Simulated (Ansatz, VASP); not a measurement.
## Co in VASP and in Ansatz

File INCAR:

```
PREC     = Accurate       # precision mode
ENCUT    = 520            # plane-wave cutoff, eV
EDIFF    = 1E-7           # SCF threshold, eV
ISMEAR   = -1             # smearing method
SIGMA    = 0.05           # smearing width, eV
LREAL    = F              # projectors in reciprocal space
LASPH    = T              # aspherical terms in the spheres
NELM     = 120            # most SCF steps
ALGO     = Normal         # electronic algorithm
ISIF     = 2              # what is computed and relaxed
LWAVE    = F              # write WAVECAR
LCHARG   = F              # write CHGCAR
ISPIN    = 2              # spin polarisation
MAGMOM   = 2 2            # initial moments
LORBIT   = 11             # projections on sites
LMAXMIX  = 4              # l up to which the mixer works
GGA      = PE             # functional
NBANDS   = 20             # bands
```

KPOINTS

```
regular mesh
0
Gamma
  12 12 7
```

Contents of POSCAR:

```
Co
1.0
    2.4706706468      0.0000000000      0.0000000000
   -1.2353353234      2.1396635445      0.0000000000
    0.0000000000      0.0000000000      4.0360182824
Co
2
Direct
    0.3333333333      0.6666666667      0.7401390000
    0.6666666667      0.3333333333      0.2598610000
```

File input.yaml:

```yaml
crystal:
  lattice:
    - [2.4706706468, 0.0, 0.0]
    - [-1.2353353234, 2.1396635445, 0.0]
    - [0.0, 0.0, 4.0360182824]
  atoms:
    - { symbol: Co, position: [0.3333333333, 0.6666666667, 0.740139], spin: 2.0 }
    - { symbol: Co, position: [0.6666666667, 0.3333333333, 0.259861], spin: 2.0 }
hamiltonian:
  xc: pbe
  pseudopotentials: { kind: paw }
magnetization:
  spin_polarized: true
kpoints:
  mp_grid: { grid: [12, 12, 7] }
scf:
  occupations: { method: fermi_dirac, width: 0.05 }
output:
  forces: true
  stress: true
  eigenvalues: true
  write_density: true
  write_potential: true
  elf: true
  volumetric_format: npy
```

Change from the starting cell: volume scaled by 0.98.

Alike in both runs: task single point; functional PBE; k mesh 12 × 12 × 7; occupations fermi-dirac, width 0.05 eV; collinear spin, ferromagnetic start.

|  | VASP | Ansatz |
| --- | --- | --- |
| version | VASP 6.6.1 | Ansatz 0.2.0 |
| potentials or method | VASP PAW PBE potentials, release 64 (Co) | Ansatz PAW |
| plane-wave cutoff (eV) | 520 | 420 |
| valence electrons in the cell | 18 | 34 |

```csv
,VASP,Ansatz,Ansatz less VASP
gap on the k mesh at the Fermi level (eV),none,none,-
pressure (GPa),4.4,5.2,+0.85
largest component of the traceless stress (GPa),2.03,2.04,+0.014
rms of the force components (eV/Å),0.318,0.325,+0.0068
net moment per atom (μB),1.61,1.62,+0.007
size of the moment on the site where the two differ most (μB),1.62,1.69,+0.066
```

Site moments also hang on the region over which each program counts them. Atom by atom the forces differ by 0.007 eV/Å (rms over components). A gap of «none» marks a metal or a gap that the smearing closes. The two sets of potentials don't hold the same shells in valence.
